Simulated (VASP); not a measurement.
CoO:

```
O Co
1.0
     1.50547    0.86918    2.43993
    -1.50547    0.86918    2.43993
     0.00000   -1.73837    2.43993
O Co
1 1
Direct
  0.50000 0.50000 0.50000
  0.00000 0.00000 0.00000
```

The cell is a database's computed one.

Program: VASP 6.6.1. Alike in all runs: task single point; spin collinear, ferromagnetic start; cell as given; k mesh 11 × 11 × 11.

Task: Order these runs on this cell by their pressure, lowest first.
A. level PBE; potentials or basis VASP PAW PBE potentials, release 64 (O_GW, Co_GW); cutoff (eV) 550; smearing gaussian 0.1 eV
B. level RPBE; potentials or basis VASP PAW PBE potentials, release 64 (O_GW, Co_GW); cutoff (eV) 550; smearing gaussian 0.02 eV
C. level PBEsol; potentials or basis VASP PAW PBE potentials, release 54 (O, Co); cutoff (eV) 520; smearing gaussian 0.02 eV

Result: C (-9.5 GPa), A (-1.1 GPa), B (5.3 GPa).

Caveats: a cell with one magnetic atom can't hold antiferromagnetic order, which such compounds often take; the PAW data sets were made with another functional, which shifts forces and pressure a little (some runs).
